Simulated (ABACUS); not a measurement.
TePb:

```
Pb Te
1.0
    -3.23100    0.00000    3.23100
     0.00000    3.23100    3.23100
    -3.23100    3.23100    0.00000
Pb Te
1 1
Direct
  0.00000 0.00000 0.00000
  0.50000 0.50000 0.50000
```

- Program: ABACUS 3.10.1
- Task: relaxation of cell and atoms
- Functional: SOGGA
- Potentials or basis: SG15 ONCV 1.2 PBE
- Cutoff: 1129 eV
- Density cutoff: 4517 eV
- Basis: plane waves
- k mesh: 6 × 6 × 6
- Occupations: fermi-dirac, width 0.05 eV
- Spin: no spin polarisation

At the start: pressure -1.0 GPa; volume 33.73 Å³/atom.

Problem. Where does the relaxation end?

Solution. Over 3 steps the energy falls by 2.6 meV/atom and the volume is 32.94 Å³/atom (-2.3 %); space group Fm-3m (No. 225, to 0.05 Å).

Step by step:
| step | energy change (eV) | largest force (eV/Å) | pressure (GPa) | volume (Å³) |
| --- | --- | --- | --- | --- |
| 1 | 0.0000 | 0.0000 | -1.04 | 67.46 |
| 2 | -0.0044 | 0.0000 | 0.45 | 65.27 |
| 3 | -0.0052 | 0.0000 | 0.00 | 65.88 |

Final structure:
```
Pb Te
1.0
    -3.20566    0.00000    3.20566
     0.00000    3.20566    3.20566
    -3.20566    3.20566    0.00000
Pb Te
1 1
Direct
  0.00000 0.00000 0.00000
  0.50000 0.50000 0.50000
```

Caveat: the potentials were made for another functional, which shifts forces and pressure.
